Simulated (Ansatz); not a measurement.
Runs of Ansatz 0.2.0 on FeGe. The structure is hexagonal, space group P6/mmm (No. 191). Conventional cell: a = 4.998 Å, b = 4.998 Å, c = 4.116 Å, α = 90.00°, β = 90.00°, γ = 120.00°. Ge (site symmetry -6m2) is surrounded by 6 Fe at 2.51 Å and 3 Ge at 2.89 Å. Ge (site symmetry 6/mmm) has 6 Fe at 2.50 Å as nearest neighbours. Around Fe (site symmetry mmm) lie 6 Ge at 2.50 to 2.51 Å and 4 Fe at 2.50 Å. The cell is a database's computed one.

```tsv
spin	k mesh	gap on the mesh (eV)	pressure (GPa)	moment (μB)
collinear, random start	6 × 6 × 7	none	-4.0	4.32
collinear, ferromagnetic start	6 × 6 × 7	none	-4.0	4.32
collinear, antiferromagnetic start	6 × 6 × 7	none	-4.0	4.32
collinear, ferrimagnetic start	6 × 6 × 7	none	-4.0	4.32
off	6 × 6 × 7	none	-6.9	-
non-collinear, random start	5 × 5 × 5	none	(a)	4.07
```

Alike in all rows: task single point; level PBE; potentials or basis Ansatz PAW; cell as given; cutoff (eV) 420; smearing fermi-dirac 0.05 eV.

**Question.** Estimate the missing entries.

**Answer.** (a) -4.4.

Caveats: the starting moments weren't kept (some runs).

A k mesh can miss the band edges, and the runs leave out spin-orbit coupling on Ge.

A gap of «none» marks a metal or a gap under the smearing width.
